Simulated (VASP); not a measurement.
NaI:

```xyz
2
Lattice="0.0000 3.2364 3.2364 3.2364 0.0000 3.2364 3.2364 3.2364 0.0000" Properties=species:S:1:pos:R:3 pbc="T T T"
I     3.2364    3.2364    3.2364
Na    0.0000    0.0000    0.0000
```

- Program: VASP 6.6.1
- Task: relaxation of cell and atoms
- Functional: revPBE
- Potentials or basis: VASP PAW PBE potentials, release 64 (I, Na_pv)
- Cutoff: 600 eV
- k mesh: 7 × 7 × 7
- Occupations: fermi-dirac, width 0.05 eV
- Spin: no spin polarisation

At the start: pressure 1.5 GPa; volume 33.90 Å³/atom.

Q: Where does the relaxation end?

A: Over 4 steps the energy falls by 14.5 meV/atom and the volume is 37.40 Å³/atom (+10.3 %); space group Fm-3m (No. 225, to 0.05 Å).

The path:
```csv
step,energy change (eV),largest force (eV/Å),pressure (GPa),volume (Å³)
1,0.0000,0.0000,1.48,67.80
2,-0.0210,0.0000,0.71,70.92
3,-0.0277,0.0000,-0.23,76.19
4,-0.0289,0.0000,0.02,74.79
```

Final structure:
```xyz
2
Lattice="0.0000 3.3441 3.3441 3.3441 0.0000 3.3441 3.3441 3.3441 0.0000" Properties=species:S:1:pos:R:3 pbc="T T T"
I     3.3441    3.3441    3.3441
Na    0.0000    0.0000    0.0000
```

Caveat: the PAW data sets were made with another functional, which shifts forces and pressure a little; the volume moved by +10 % from the deposited cell, more than functionals usually miss.
